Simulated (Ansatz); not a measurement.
Pb:

```
CELL_PARAMETERS angstrom
0.00000 3.43900 3.43900
3.43900 0.00000 3.43900
3.43900 3.43900 0.00000
ATOMIC_POSITIONS crystal
Pb 0.25000 0.25000 0.25000
Pb 0.00000 0.00000 0.00000
```

This isn't the form of Pb at room conditions, which is fcc.

Base run:

- Program: Ansatz 0.2.0
- Functional: BLYP
- Potentials or basis: all-electron LAPW, scalar-relativistic
- Cutoff: 231 eV (chosen from the basis error)
- Basis error allowed: 0.001 eV/atom
- k mesh: 7 × 7 × 7
- Occupations: fermi-dirac, width 0.05 eV
- Spin: no spin polarisation

Its results: pressure 4.6 GPa.

Q: After a change of settings the same cell gave: pressure 3.6 GPa. Which change was it?
A. functional from BLYP to PBE
B. functional from BLYP to LDA
C. functional from BLYP to PBEsol
D. functional from BLYP to RPBE

A: D.
